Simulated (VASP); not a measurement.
# A VASP 6.6.1 single-point calculation on SrTiO₃

INCAR

```
NBANDS = 28
MAGMOM = -3 -3 -3 3 -3
PREC = Accurate
GGA = PE
SIGMA = 0.02
LCHARG = .FALSE.
EDIFF = 1E-7
ENCUT = 520
ISPIN = 2
NSW = 0
ISIF = 2
LREAL = .FALSE.
LWAVE = .FALSE.
NELM = 69
LASPH = .TRUE.
ISMEAR = -1
IBRION = -1
```

KPOINTS

```
KPOINTS created by Atomic Simulation Environment
0
Gamma
6 6 6
0 0 0
```

POSCAR

```
Sr Ti O
 1.0000000000000000
     3.9459200166000001    0.0000000000000000    0.0000000000000000
     0.0000000000000000    3.9459200166000001    0.0000000000000000
     0.0000000000000000    0.0000000000000000    3.8839062165999998
 Sr  Ti  O
   1   1   3
Cartesian
  0.0000000000000000  0.0000000000000000  0.0000000000000000
  1.9729600083000001  1.9729600083000001  1.9419531082999999
  1.9729600083000001  1.9729600083000001  0.0000000000000000
  1.9729600083000001  0.0000000000000000  1.9419531082999999
  0.0000000000000000  1.9729600083000001  1.9419531082999999
```

The recommended PBE PAW datasets give the neutral cell 40 valence electrons.

Command

```
mpirun -np 1 vasp_std
```

OSZICAR

```
N       E                     dE             d eps       ncg     rms          rms(c)
DAV:   1     0.443865464481E+03    0.44387E+03   -0.20986E+04  7168   0.157E+03
DAV:   2     0.118546788516E+02   -0.43201E+03   -0.41118E+03  7988   0.439E+02
DAV:   3    -0.343333432184E+02   -0.46188E+02   -0.45742E+02  9996   0.138E+02
DAV:   4    -0.365474121121E+02   -0.22141E+01   -0.22088E+01 10788   0.261E+01
DAV:   5    -0.366009362903E+02   -0.53524E-01   -0.53509E-01  9812   0.355E+00    0.441E+01
DAV:   6    -0.390790922753E+02   -0.24782E+01   -0.50921E+01  9964   0.650E+01    0.163E+01
DAV:   7    -0.401025726018E+02   -0.10235E+01   -0.78436E+00  8952   0.192E+01    0.105E+01
DAV:   8    -0.400767620589E+02    0.25811E-01   -0.75656E-01  9184   0.811E+00    0.454E+00
DAV:   9    -0.400871910687E+02   -0.10429E-01   -0.19187E-01  8788   0.325E+00    0.991E-01
DAV:  10    -0.400907389239E+02   -0.35479E-02   -0.28736E-02  9184   0.122E+00    0.571E-01
DAV:  11    -0.400902330203E+02    0.50590E-03   -0.17611E-02  8920   0.158E+00    0.333E-01
DAV:  12    -0.400901469606E+02    0.86060E-04   -0.20859E-03  9172   0.499E-01    0.948E-02
DAV:  13    -0.400901499622E+02   -0.30016E-05   -0.17664E-04 10252   0.103E-01    0.564E-02
DAV:  14    -0.400901565482E+02   -0.65860E-05   -0.21487E-04  9604   0.158E-01    0.217E-02
DAV:  15    -0.400901589162E+02   -0.23680E-05   -0.27244E-05  9548   0.349E-02    0.116E-02
DAV:  16    -0.400901591251E+02   -0.20897E-06   -0.31809E-06  8724   0.144E-02    0.617E-03
DAV:  17    -0.400901593647E+02   -0.23953E-06   -0.12111E-06  8976   0.132E-02    0.297E-03
DAV:  18    -0.400901593347E+02    0.29983E-07   -0.37757E-07  7984   0.689E-03
   1 F= -.40090159E+02 E0= -.40090159E+02  d E =-.415693E-12  mag=     0.0000
```

It converged. Results: pressure 2.2 GPa; magnetic moment of the cell 0.00 μB.

For comparison, a separate PBE run of the intended cell, on usual settings and not on those above, gives a gap of 1.80 eV on its mesh and a pressure of 2.2 GPa.

The run above took about 3.6 min on one core of a shared host (Intel Xeon Platinum 8488C) and held 0.31 GiB at most.
